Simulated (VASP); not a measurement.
Write the native input for VASP 6.6.1 that does the following.

| Quantity | Value |
| --- | --- |
| Task | relaxation of cell and atoms |
| Functional | rev-vdW-DF2 |
| Potentials or basis | VASP PAW PBE potentials, release 64 (N) |
| Cutoff | 600 eV |
| k mesh | 4 × 4 × 4 |
| Occupations | gaussian, width 0.03 eV |
| Spin | no spin polarisation |
| Target pressure | 52 GPa |
| Further INCAR settings | ALGO = Normal; EDIFF = 1e-07; IBRION = 2; EDIFFG = -0.005; NSW = 90; ISIF = 3 |
| Target pressure | 52 GPa |

The structure of N lies in POSCAR:

```
N                                       
1.0
    3.3741881353      1.9480884279      3.2366190901
   -3.3741881353      1.9480884279      3.2366190901
   -0.0000000000     -3.8961768559      3.2366190901
  N             
    16
Direct
     0.5903376254364792    0.0567018183097396    0.7223412375951901
     0.9432981816902269    0.2776587624048521    0.4096623745635121
     0.7223412375951567    0.5903376254365215    0.0567018183097309
     0.9432790651123965    0.9432790651123965    0.9432790651123965
     0.5567018183097394    0.0903376254364791    0.2223412375951902
     0.7776587624048517    0.4432981816902269    0.9096623745635126
     0.2776587624048435    0.4096623745634786    0.9432981816902694
     0.0567209348876038    0.0567209348876038    0.0567209348876038
     0.4432981816902604    0.9096623745635208    0.7776587624048099
     0.5567209348876035    0.5567209348876035    0.5567209348876035
     0.4096623745635210    0.9432981816902605    0.2776587624048096
     0.4432790651123962    0.4432790651123962    0.4432790651123962
     0.0567018183097733    0.7223412375951482    0.5903376254364874
     0.9096623745634785    0.7776587624048433    0.4432981816902690
     0.2223412375951480    0.5567018183097731    0.0903376254364879
     0.0903376254365215    0.2223412375951566    0.5567018183097306
```

These files were run (other wordings do the same):

INCAR

```
SYSTEM = N
PREC     = Accurate       ! precision mode
ENCUT    = 600            ! plane-wave cutoff, eV
EDIFF    = 1E-7           ! SCF threshold, eV
ISMEAR   = 0              ! smearing method
SIGMA    = 0.03           ! smearing width, eV
LREAL    = .False.        ! projectors in reciprocal space
LASPH    = .True.         ! aspherical terms in the spheres
NELM     = 80             ! most SCF steps
ALGO     = Normal         ! electronic algorithm
ISIF     = 3              ! what is computed and relaxed
LWAVE    = .False.        ! write WAVECAR
LCHARG   = .False.        ! write CHGCAR
GGA      = MK             ! functional
LUSE_VDW = .True.       
AGGAC    = 0.0          
PARAM1   = 0.1234       
PARAM2   = 0.711357     
ZAB_VDW  = -1.8867      
IBRION   = 2              ! ionic algorithm
NSW      = 90             ! ionic steps
EDIFFG   = -0.005         ! ionic threshold
PSTRESS  = 520.0        
KPAR     = 4
```

KPOINTS

```
regular mesh
0
Gamma
  4 4 4
  0 0 0
```

Potentials or basis: VASP PAW PBE potentials, release 64 (N).

Command:

```bash
$ cat potpaw_PBE.64/N/POTCAR > POTCAR
$ mpirun -np 4 vasp_std > vasp.out
```

It gave:

```
Relaxed volume                                         : 7.95 Å³/atom
Relaxed cell                                           : a = 5.059 Å, b = 5.059 Å, c = 5.059 Å, α = 83.60°, β = 83.60°, γ = 83.60°
Space group after relaxing (to 0.05 Å)                 : R-3c (No. 167)
Energy change on relaxing (the enthalpy is what falls) : +8.7 meV/atom
Ionic steps                                            : 9
Pressure after relaxing                                : 52.0 GPa
Largest force after relaxing                           : 0.004 eV/Å
Band gap on the k mesh                                 : 3.78 eV, indirect (least direct gap 3.88 eV)
```

Caveat: the cell is relaxed towards a set pressure, so the enthalpy falls and the energy may rise; the standard files for N, O and F lose accuracy on very short bonds; the PAW data sets were made with another functional, which shifts forces and pressure a little.

Wall time 6.1 min on 4 MPI ranks on AMD EPYC 9R45 (Zen 5), on a shared host, peak memory 0.59 GiB a rank.
